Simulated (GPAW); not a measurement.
# Ir (P6_3/mmc) in GPAW: band structure with r2SCAN

Aim: the band structure of Ir with r2SCAN.

All numbers are computed with GPAW 26.7.0; they aren't measurements. Logs are shortened: lines on timing, memory, paths and dates and some standing lists are left out, and cuts for length are marked. The log counts tension as positive stress, the text compression.

## 1. The structure

It takes space group P6_3/mmc (No. 194, hexagonal). Conventional cell: a = 2.751 Å, b = 2.751 Å, c = 4.462 Å, α = 90.00°, β = 90.00°, γ = 120.00°. Ir (site symmetry -6m2) has 12 Ir at 2.74 to 2.75 Å as nearest neighbours.

This isn't the form of Ir at room conditions, which is fcc.

## 2. Band structure, r2SCAN

File run.py:

```python
from ase import Atoms
from ase.dft.bandgap import bandgap
from ase.io import write
from ase.units import Bohr, GPa
from gpaw import GPAW, PW
from gpaw.elf import elf_from_dft_calculation

atoms = Atoms(['Ir', 'Ir'],
              cell=[[2.7513778946, 0.0, 0.0],
                    [-1.3756889473, 2.3827631521, 0.0],
                    [0.0, 0.0, 4.46229]],
              scaled_positions=[[0.3333333333, 0.6666666667, 0.25],
                                [0.6666666667, 0.3333333333, 0.75]],
              pbc=True)

calc = GPAW(mode=PW(600),
            xc='MGGA_X_R2SCAN+MGGA_C_R2SCAN',
            kpts={'size': (11, 11, 6), 'gamma': True},
            occupations={'name': 'fermi-dirac', 'width': 0.05},
            nbands=28,
            convergence={'density': 1e-05, 'energy': 1e-05},
            maxiter=150,
            txt='gpaw.txt')
atoms.calc = calc
energy = atoms.get_potential_energy()
forces = atoms.get_forces()
stress = atoms.get_stress()
calc.write('gs.gpw')
write('result.traj', atoms)
print(f'Energy: {energy:.6f} eV')
print('Forces (eV/A):')
print(forces.round(4))
print('Stress (GPa):', (stress / GPa).round(3))
print('Fermi level:', round(calc.get_fermi_level(), 4), 'eV')
print(f'Gap: {bandgap(calc)[0]:.4f} eV, direct: {bandgap(calc, direct=True)[0]:.4f} eV')

# fields on the real-space grid
write('density.cube', atoms, data=calc.get_pseudo_density() * Bohr**3)
write('potential.cube', atoms, data=calc.get_electrostatic_potential())
write('elf.cube', atoms, data=elf_from_dft_calculation(calc).data)

path = atoms.cell.bandpath('GMKGALHA,LM,KH', npoints=60, eps=1e-4)
bs_calc = calc.fixed_density(kpts=path, symmetry='off', nbands=39,
                             convergence={'bands': 'CBM+6.0', 'eigenstates': 1e-6}, txt='bands.txt')
bs = bs_calc.band_structure()
bs.write('bs.json')
print(f'Gap on the path: {bandgap(bs_calc)[0]:.4f} eV')
```

Potentials or basis: GPAW PAW data sets (gpaw-data 1.2.1), pw.

Command:

```console
$ OMP_NUM_THREADS=1 python run.py
```

gpaw.txt:

```text
__  _  _
 | _ |_)|_||  |
 |__||  | ||/\| - 26.7.0

Input parameters:
  mode=PW(ecut=600.0),
  convergence={'density': 1e-05, 'energy': 1e-05},
  kpts=MonkhorstPack(size=(11, 11, 6), gamma=True),
  maxiter=150,
  nbands=28,
  occupations=Occupations(name='fermi-dirac', width=0.05),
  xc=XC(name='MGGA_X_R2SCAN+MGGA_C_R2SCAN')

Diagonalizing LCAO Hamiltonian
Converting LCAO to pw mode

          Ir

        Ir

Atoms  # Å, Bohr magnetons
|   | symbol |         x |        y |        z |    initial magnetic moments |
|---|--------|-----------|----------|----------|-----------------------------|
| 0 |     Ir | -0.000000 | 1.588509 | 1.115573 | ( 0.0000,  0.0000,  0.0000) |
| 1 |     Ir |  1.375689 | 0.794254 | 3.346718 | ( 0.0000,  0.0000,  0.0000) |

Unit cell  # Å
| periodic |         x |        y |        z |  lengths |     angles |
|----------|-----------|----------|----------|----------|------------|
|      yes |  2.751378 | 0.000000 | 0.000000 | 2.751378 |  90.000000 |
|      yes | -1.375689 | 2.382763 | 0.000000 | 2.751378 |  90.000000 |
|      yes |  0.000000 | 0.000000 | 4.462290 | 4.462290 | 120.000000 |

Number of symmetries: 12
Symmetry operations  # r_c * U_cc + t_c -> r_c
|    | kind |            matrix            |
|----|------|------------------------------|
|  0 |  σ   |  1, 1, 0,  0,-1, 0,  0, 0, 1 |
|  1 |  S6  |  1, 1, 0, -1, 0, 0,  0, 0,-1 |
|  2 |  E   |  1, 0, 0,  0, 1, 0,  0, 0, 1 |
|  3 |  C2  |  1, 0, 0, -1,-1, 0,  0, 0,-1 |
|  4 |  C2  |  0, 1, 0,  1, 0, 0,  0, 0,-1 |
|  5 |  C3  |  0, 1, 0, -1,-1, 0,  0, 0, 1 |
|  6 |  S6  |  0,-1, 0,  1, 1, 0,  0, 0,-1 |
|  7 |  σ   |  0,-1, 0, -1, 0, 0,  0, 0, 1 |
|  8 |  σ   | -1, 0, 0,  1, 1, 0,  0, 0, 1 |
|  9 |  i   | -1, 0, 0,  0,-1, 0,  0, 0,-1 |
| 10 |  C3  | -1,-1, 0,  1, 0, 0,  0, 0, 1 |
| 11 |  C2  | -1,-1, 0,  0, 1, 0,  0, 0,-1 |

BZ-sampling:
  Number of BZ points: 726
  Number of IBZ points: 84

  Monkhorst-Pack size: [11, 11, 6]
  Monkhorst-Pack shift: [0.0, 0.0, 0.08333333333333333]

K-points  # in reciprocal-cell coordinates
|     |                                coordinates |     weight |
|-----|--------------------------------------------|------------|
|   0 | (  0.00000000,   0.00000000,   0.00000000) | 0.00137741 |
|   1 | (  0.00000000,   0.00000000,   0.16666667) | 0.00275482 |
|   2 | (  0.00000000,   0.00000000,   0.33333333) | 0.00275482 |
|   3 | (  0.00000000,   0.00000000,   0.50000000) | 0.00137741 |
|   4 | (  0.09090909,   0.00000000,  -0.33333333) | 0.00826446 |
|   5 | (  0.09090909,   0.00000000,  -0.16666667) | 0.00826446 |
|   6 | (  0.09090909,   0.00000000,   0.00000000) | 0.00826446 |
|   7 | (  0.09090909,   0.00000000,   0.16666667) | 0.00826446 |
|   8 | (  0.09090909,   0.00000000,   0.33333333) | 0.00826446 |
|   9 | (  0.09090909,   0.00000000,   0.50000000) | 0.00826446 |
| ... |                                            |            |
|  83 | (  0.45454545,   0.45454545,   0.50000000) | 0.00826446 |

Plane wave coefficients: 1002
Cutoff: 600.0 eV

Spin-components: 1 (collinear spins)
Bands:           28
Projectors:      12
Spin-degeneracy: 2
Datatype:        complex128

Parallelization:
  kpt:    1
  domain: 1
  band:   1

Density:
  Valence electrons: 30.0
  Components: 1
  Grid points: [16 16 27]
  Charge: 0.0  # |e|

Potential:
  Grid points: [16 16 27]

species:
  Ir:
    name:    Iridium
    Z:       77.0
    valence: 15
    core:    62
    charge:  0.0  # [|e|]
    compensation charges:
      type: gauss
      rc: 0.40  # [Å]
      lmax: 2
    cutoffs:
      filter: 2.40  # [Å]
      core: 2.36  # [Å]
    projectors
    | kind |    occ | energy [eV] | rcut [Å] |
    |------|--------|-------------|----------|
    |   6s |  2.000 |      -6.307 |    1.296 |
    |   5p |  6.000 |     -54.741 |    1.328 |
    |   6p |  0.000 |      -1.224 |    1.328 |
    |   5d |  7.000 |      -7.169 |    1.286 |
    |    s |        |      20.905 |    1.296 |
    |    d |        |      20.043 |    1.286 |

    Using partial waves for Ir as LCAO basis

Reference energy: -968969.698671  # eV

eigensolver:
  PPCG
  Converge bands: occupied
  niter=2

density mixing:
  MSR1-Mixer
  Pratt-step length: 0.05
  Maximum mixing coefficient: 0.75
  Old densities: 10
  SVD Regularization: 0.005
  Good broyden scale: 1.0
  Trust region scale: 1.0
  Backstep threshold: 4.0
  History deletion threshold: 6.0
  Fourier metric: weight=20.0, sigma=0.015

occupation numbers:
  Fermi-Dirac:
    width: 0.0500  # eV

poisson solver:
  ecut: 4800.0  # eV

xc functional:
  name: MGGA_X_R2SCAN+MGGA_C_R2SCAN with 2 nearest neighbor stencil

convergence criteria:
- Maximum integral of absolute [dens]ity change: 1e-05 electrons / valence electron
- Maximum [total energy] change in last 3 cyles: 1e-05 eV / valence electron
- Maximum integral of absolute [eigenst]ate change: 4e-08 eV^2 / valence electron
maximum number of iterations: 150

SCF iterations
|iter     | |      energy | eigst |  dens |
|---------|-|-------------|-------|-------|
|iter:   1| |  -53.244214 | +0.19 |       |
|iter:   2| |  -48.534633 | -1.42 | -1.48 |
|iter:   3| |  -48.553170 | -3.09 | -1.63 |
|iter:   4| |  -48.588750 | -2.60 | -1.75 |
|iter:   5| |  -48.626192 | -2.80 | -2.13 |
|iter:   6| |  -48.622656 | -3.98 | -2.14 |
|iter:   7| |  -48.619173 | -3.93 | -2.33 |
|iter:   8| |  -48.619199 | -5.19 | -3.02 |
|iter:   9| |  -48.619241c| -5.46 | -3.35 |
|iter:  10| |  -48.619239c| -7.83c| -4.53 |
|iter:  11| |  -48.619238c| -8.05c| -5.09c|

Converged in 11 steps
Energy contributions relative to reference atoms: (reference = -968969.698671)

Energy contributions:
  Kinetic:          16.711456
  Coulomb:         -15.668690
  Zero:             -0.411159
  External:          0.000000
  Xc:              -49.238087
  Entropy:          -0.025519
  Spinorbit:         0.000000
  ----------------------------
  Free energy:     -48.631998
  Extrapolated:    -48.619238

dipole moment: (0.000001, 0.000001, 0.000003)  # |e|*Ang

Fermi level: 14.083
Eigenvalues  # (at kpt = [0.000, 0.000, 0.000])
| band index |      eig [eV] | occ [0-2] |
|------------|---------------|-----------|
|          0 |       -37.560 |     2.000 |
|        ... |               |           |
|          8 |        10.197 |     2.000 |
|          9 |        10.309 |     2.000 |
|         10 |        10.309 |     2.000 |
|         11 |        10.944 |     2.000 |
|         12 |        10.944 |     2.000 |
|         13 |        11.723 |     2.000 |
[... 8 lines left out ...]
|         22 |        36.199 |     0.000 |
|         23 |        36.199 |     0.000 |
|        ... |               |           |
|         27 |        40.431 |     0.000 |

No gap
No difference between direct/indirect transitions

Forces  # eV/Ang
|        x |        y |        z |
|----------|----------|----------|
| -0.00000 |  0.00000 |  0.00023 |  # Ir   0
|  0.00000 | -0.00000 | -0.00023 |  # Ir   1

Stress tensor  # eV/Ang^3
|        x |        y |        z |
|----------|----------|----------|
| 0.044310 | 0.000000 | 0.000000 |
| 0.000000 | 0.044310 | 0.000000 |
| 0.000000 | 0.000000 | 0.048054 |

# Writing to gs.gpw (mode='')
```

Run time: 4.7 min. Hardware: 1 thread of Arm Neoverse N1, shared host; peak memory 0.35 GiB.

What came out:

```yaml
Free_energy: -48.6320 eV
Pressure: -7.3 GPa
Band_gap_along_the_path: none (metal or under the smearing width)
```

Levels at the corners of the path, in eV from the Fermi level:
```
point  band 11  band 12  band 13  band 14  band 15  band 16  band 17  band 18
    Γ    -3.77    -3.14    -3.14    -2.36    -2.36    -0.65     0.28     0.28
    M    -3.53    -3.34    -2.94     0.71     0.95     1.12     3.00     4.51
    K    -4.19    -4.19    -2.39    -0.03    -0.03     0.31     4.73     4.73
    Γ    -3.77    -3.14    -3.14    -2.36    -2.36    -0.65     0.28     0.28
    A    -3.90    -3.90    -3.90    -3.90    -0.47    -0.47    -0.47    -0.47
    L    -2.10    -2.10    -0.89    -0.89     0.96     0.96     2.09     2.09
    H    -4.11    -4.11    -2.37    -2.37     0.32     0.32     7.29     7.29
    A    -3.90    -3.90    -3.90    -3.90    -0.47    -0.47    -0.47    -0.47
    L    -2.10    -2.10    -0.89    -0.89     0.96     0.96     2.09     2.09
    M    -3.53    -3.34    -2.94     0.71     0.95     1.12     3.00     4.51
    K    -4.19    -4.19    -2.39    -0.03    -0.03     0.31     4.73     4.73
    H    -4.11    -4.11    -2.37    -2.37     0.32     0.32     7.29     7.29
```

Caveat: the PAW data sets were made with another functional, which shifts forces and pressure a little; spin-orbit coupling is left out, which moves the levels of the heavy elements.
